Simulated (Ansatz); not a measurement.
# SnO: the cost of one run

Computed with Ansatz 0.2.0 (DFT, PBEsol, plane-wave PAW, default files, scalar-relativistic, frozen cores).

## 1. The starting structure

It takes space group Cmc2_1 (No. 36, orthorhombic). Conventional cell: a = 5.000 Å, b = 5.720 Å, c = 11.120 Å, α = 90.00°, β = 90.00°, γ = 90.00°. Sn (site symmetry m) has 2 O at 2.15 Å as nearest neighbours. Around Sn (site symmetry m) lie 2 O at 1.99 Å. O (site symmetry 1) is surrounded by 1 O at 1.80 Å and 2 Sn at 1.99 to 2.15 Å.

Structure file:

```xyz
8
Lattice="2.5000 -2.8600 0.0000 2.5000 2.8600 0.0000 0.0000 0.0000 11.1200" Properties=species:S:1:pos:R:3 pbc="T T T"
Sn    0.0000    0.0000    0.0000
Sn    0.0000    0.0000    5.5600
Sn    2.5000   -0.3375    2.8245
Sn    2.5000    0.3375    8.3845
O     3.4000   -1.4300    4.2256
O     1.6000    1.4300    9.7856
O     1.6000   -1.4300    4.2256
O     3.4000    1.4300    9.7856
```

The earlier run gave: no gap over 0.1 eV on the mesh, largest force 8.842 eV/Å, pressure 10.0 GPa.

The printed gradients, by site:

| site | atoms | first shell | V_zz (10²¹ V/m²) | η | C_Q (MHz) |
| --- | --- | --- | --- | --- | --- |
| Sn1 | 1, 2 | 4 O at 2.15–2.53 Å | -16.26 | 0.46 | – |
| Sn3 | 3, 4 | 2 O at 1.99 Å, angle 54°; also 2 O at 2.77 Å | -31.0 | 0.32 | – |
| O | 5, 6, 7, 8 | 1 O at 1.80 Å, 2 Sn at 1.99–2.15 Å; also 2 Sn at 2.53–2.77 Å | -4.79 | 0.85 | 2.97 (¹⁷O) |

Conventions: |V_zz| ≥ |V_yy| ≥ |V_xx|, η = (V_xx − V_yy)/V_zz, C_Q = eQV_zz/h. Quadrupole moments are those of Pyykkö's year-2017 table. A dash under C_Q marks elements without a common quadrupolar isotope.

## 2. Functional PBEsol at the relaxed positions

The input, input.yaml:

```yaml
crystal:
  lattice:
    - [2.5, -2.86, 0.0]
    - [2.5, 2.86, 0.0]
    - [0.0, 0.0, 11.12]
  atoms:
    - { symbol: Sn, position: [6.44613e-05, -6.44613e-05, -0.0141813991] }
    - { symbol: Sn, position: [-6.44613e-05, 6.44613e-05, 0.4858186009] }
    - { symbol: Sn, position: [0.4996782207, 0.5003217793, 0.2711709667] }
    - { symbol: Sn, position: [0.5003217793, 0.4996782207, 0.7711709667] }
    - { symbol: O, position: [0.9998128461, 0.5000024912, 0.3785052162] }
    - { symbol: O, position: [0.0001871539, 0.4999975088, 0.8785052162] }
    - { symbol: O, position: [0.4999975088, 0.0001871539, 0.3785052162] }
    - { symbol: O, position: [0.5000024912, 0.9998128461, 0.8785052162] }
kpoints:
  mp_grid: { grid: [8, 8, 3] }
scf:
  occupations: { method: fermi_dirac, width: 0.02 }
hamiltonian:
  xc: pbesol
  pseudopotentials: { kind: paw, frozen_core: stored }
output:
  forces: true
  stress: true
  populations: true
  efg: { quadrupole_moments_barn: { Sn: -0.132, O: -0.02558 } }
```

Started as:

```console
$ ansatz run input.yaml --threads 1 --pin off --max-ram 3072MiB --backend cpu --events-out ev --progress --plain --runs-dir out
```

What time and memory should one allow on 1 thread of Intel Xeon at 2.50GHz (Skylake/Cascade Lake), shared host?

About 70 s, with a peak of 0.5 GiB.
